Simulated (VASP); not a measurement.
**GaAs: band structure with HSE03**

**What was measured.**

From “Evidence of valence band perturbations in GaAsN/GaAs(001): A combined variable-angle spectroscopic ellipsometry and modulated photoreflectance investigation”, 2008, arxiv:0805.2212, for a bulk crystal of GaAs at 300 K: band gap 1.412 ± 0.01 eV (direct).

The system is GaAs.

```
CELL_PARAMETERS angstrom
0.00000 2.82685 2.82685
2.82685 0.00000 2.82685
2.82685 2.82685 0.00000
ATOMIC_POSITIONS crystal
As 0.75000 0.75000 0.75000
Ga 0.00000 0.00000 0.00000
```

| Item | Value |
| --- | --- |
| Program | VASP 6.6.1 |
| Task | band structure |
| Functional | HSE03 |
| Potentials or basis | VASP PAW PBE potentials, release 64 (As, Ga_d) |
| Cutoff | 520 eV |
| k mesh | 6 × 6 × 6 |
| Occupations | gaussian, width 0.02 eV |
| Spin | no spin polarisation |
| Ladder | free |
| Grid for exact exchange (PRECFOCK) | Fast |
| Further INCAR settings | ALGO = Normal; EDIFF = 1e-06 |

| Item | Value |
| --- | --- |
| Pressure | 1.3 GPa |
| Band gap on the k mesh | 1.26 eV, direct |
| Band gap along the path | 1.26 eV, direct |

Levels at the corners of the path, in eV from the valence-band top:
```
point  band 5  band 6  band 7  band 8  band 9  band 10  band 11  band 12  band 13
    Γ  -17.18  -13.84    0.00    0.00    0.00     1.26     4.36     4.36     4.36
    X  -17.17  -11.12   -7.28   -2.86   -2.86     1.92     2.17    11.28    11.30
    X  -17.17  -11.12   -7.28   -2.86   -2.86     1.92     2.17    11.28    11.36
    W  -17.18  -11.06   -7.06   -3.77   -3.54     5.28     5.42     6.20     6.67
    W  -17.18  -11.06   -7.06   -3.77   -3.54     5.28     5.42     6.20     6.67
    K  -17.18  -11.16   -7.06   -4.11   -2.40     2.48     5.31     8.87     8.96
    K  -17.18  -11.16   -7.06   -4.11   -2.40     2.48     5.31     8.87     8.96
    Γ  -17.18  -13.84    0.00    0.00    0.00     1.26     4.36     4.36     4.36
    Γ  -17.18  -13.84    0.00    0.00    0.00     1.26     4.36     4.36     4.36
    L  -17.18  -11.93   -7.10   -1.21   -1.21     1.61     5.27     5.27     8.46
    L  -17.18  -11.93   -7.10   -1.21   -1.21     1.61     5.27     5.27     8.46
    U  -17.18  -11.16   -7.06   -4.11   -2.40     2.48     5.31     8.87     8.97
    U  -17.18  -11.16   -7.06   -4.11   -2.40     2.48     5.31     8.87     8.96
    W  -17.18  -11.06   -7.06   -3.77   -3.54     5.28     5.42     6.20     6.67
    W  -17.18  -11.06   -7.06   -3.77   -3.54     5.28     5.42     6.20     6.67
    L  -17.18  -11.93   -7.10   -1.21   -1.21     1.61     5.27     5.27     8.46
    L  -17.18  -11.93   -7.10   -1.21   -1.21     1.61     5.27     5.27     8.46
    K  -17.18  -11.16   -7.06   -4.11   -2.40     2.48     5.31     8.87     8.96
    U  -17.18  -11.16   -7.06   -4.11   -2.40     2.48     5.31     8.87     8.98
    X  -17.17  -11.12   -7.28   -2.86   -2.86     1.92     2.17    11.28    11.32
```

It took 19 min on 4 MPI ranks on Intel(R) Xeon(R) Platinum 8488C (Sapphire Rapids), on a shared host, peak memory 0.33 GiB a rank.

Against the measured gap of GaAs, 1.412 eV (direct; 300 K; “Evidence of valence band perturbations in GaAsN/GaAs(001): A combined variable-angle spectroscopic ellipsometry and modulated photoreflectance investigation”, 2008, arxiv:0805.2212), the calculated 1.26 eV is off by -0.15 eV. 3 values of this kind are on record (1.412 to 1.51 eV); this one was drawn at random among those near their median, those with a stated uncertainty first. Spin-orbit coupling on As, Ga is left out. The value is that of HSE03, without temperature or zero-point motion.

Caveat: the PAW data sets were made with another functional, which shifts forces and pressure a little.
